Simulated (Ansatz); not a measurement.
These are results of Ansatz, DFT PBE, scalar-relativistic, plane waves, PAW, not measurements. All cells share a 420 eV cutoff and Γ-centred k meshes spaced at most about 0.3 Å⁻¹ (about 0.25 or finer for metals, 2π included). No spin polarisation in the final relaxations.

Temperature and zero-point effects are left out.

Two relaxed structures of SiC:

1.

```cif
data_structure
_symmetry_space_group_name_H-M 'Cmmm'
_symmetry_Int_Tables_number 65
_cell_length_a 2.7225
_cell_length_b 6.8947
_cell_length_c 2.7220
_cell_angle_alpha 90.000
_cell_angle_beta 90.000
_cell_angle_gamma 90.000
_cell_volume 51.09
loop_
_atom_site_label
_atom_site_type_symbol
_atom_site_symmetry_multiplicity
_atom_site_Wyckoff_symbol
_atom_site_fract_x
_atom_site_fract_y
_atom_site_fract_z
_atom_site_occupancy
Si1 Si 2 b 0.50000 0.00000 0.00000 1
C1 C 2 d 0.00000 0.00000 0.50000 1
```

2.

```cif
data_structure
_symmetry_space_group_name_H-M 'P6/mmm'
_symmetry_Int_Tables_number 191
_cell_length_a 5.3216
_cell_length_b 5.3216
_cell_length_c 3.9083
_cell_angle_alpha 90.000
_cell_angle_beta 90.000
_cell_angle_gamma 120.000
_cell_volume 95.86
loop_
_atom_site_label
_atom_site_type_symbol
_atom_site_symmetry_multiplicity
_atom_site_Wyckoff_symbol
_atom_site_fract_x
_atom_site_fract_y
_atom_site_fract_z
_atom_site_occupancy
Si1 Si 3 g 0.50000 0.00000 0.50000 1
C1 C 1 b 0.00000 0.00000 0.50000 1
C2 C 2 e 0.00000 0.00000 0.83742 1
```

**Question.** Which is lower in energy, and by how much?

**Answer.** Cell 1 is lower, by 289 meV/atom. Cell 1 has space group Cmmm (No. 65), 12.8 Å³/atom and no gap on its mesh; cell 2 has space group P6/mmm (No. 191), 16.0 Å³/atom and no gap. Counting C atoms around Si (those within 1.25 times the shortest such distance or 1.15 times the sum of covalent radii, 1.27 where that leaves under three; a plus sign parts nearer from farther groups; the shortest distance is added where it exceeds 1.18 times the sum of covalent radii), cell 1 has Si 4 and cell 2 has Si 2+4 from 2.7 Å. Cell 2 holds C–C chains (shortest 1.27 Å); in cell 1 the shortest C–C distance is 2.72 Å. Even the lower one lies +1.10 eV/atom against the reference forms of the elements (uncorrected), so neither is stable at this level. Both come from invented guesses. A third cell relaxed alike, in F-43m (a cell as deposited in COD), lies 1.30 eV/atom below the lower of the two.

Weakly bound directions are ill-defined at this level, which has no dispersion term (Cmmm, P6/mmm), and this can change margins and order among such cells. Cells relaxed within their symmetry can be saddle points.
